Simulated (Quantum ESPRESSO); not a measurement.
# Moving the choice of potentials or basis in TiSi

The cell as given:

```
Ti Si
1.0
     1.81618   -2.11762    0.00000
     1.81618    2.11762    0.00000
     0.00000    0.00000    3.80393
Ti Si
1 1
Cartesian
  1.8162 0.0000 0.0000
  0.0000 0.0000 1.9020
```

The cell comes from a database or a generator and needn't be the stable form of this composition.

Kept alike: task relaxation of cell and atoms; functional PBEsol; k mesh 10 × 10 × 7; occupations fermi-dirac, width 0.05 eV; no spin polarisation. Program: Quantum ESPRESSO. Cutoffs run from 612 to 1143 eV. The mesh is that of the run's cell of 2 atoms. No spin-orbit coupling.

| choice of potentials or basis | volume (Å³/atom) |
| --- | --- |
| GBRV 1.5 PBEsol | 14.128 |
| PseudoDojo 0.4 SR PBEsol stringent | 14.131 |
| PseudoDojo 0.4.1 SR PBEsol standard | 14.131 |

The relaxations keep at least the cell's symmetry (Cmmm). For a metal such a mesh leaves the last digits unconverged. Relaxations stop with a little pressure left, so the last digits of a volume or edge aren't settled.

What does the choice of potentials or basis change here?

The volume runs from 14.128 (GBRV 1.5 PBEsol) to 14.131 Å³/atom (PseudoDojo 0.4 SR PBEsol stringent; PseudoDojo 0.4.1 SR PBEsol standard).

The choice of potentials hardly matters for the equilibrium volume: the ultrasoft GBRV set gives 14.128 Å³/atom and both norm-conserving PseudoDojo sets give 14.131 Å³/atom, a difference too small to rank them. This is expected when each potential reproduces the same all-electron scattering over the valence energies. In TiSi the volume is set mainly by Ti 3d–Si 3p hybridisation and metallic cohesion, balanced by the repulsion of the closed shells. The delicate part is titanium, whose 3s and 3p shells overlap spatially with 3d. Both families treat these semicore states as valence, which probably explains much of the agreement, while the silicon core is compact and easily transferable.

The match between the two PseudoDojo sets is weaker evidence than that between the families, since they share a construction scheme. The agreement supports the numerical reproducibility of the PBEsol volume, not its closeness to experiment, because an error of the functional would be common to all three. Equal volumes also leave open whether the axial ratios agree, as changes in the individual edges can compensate.
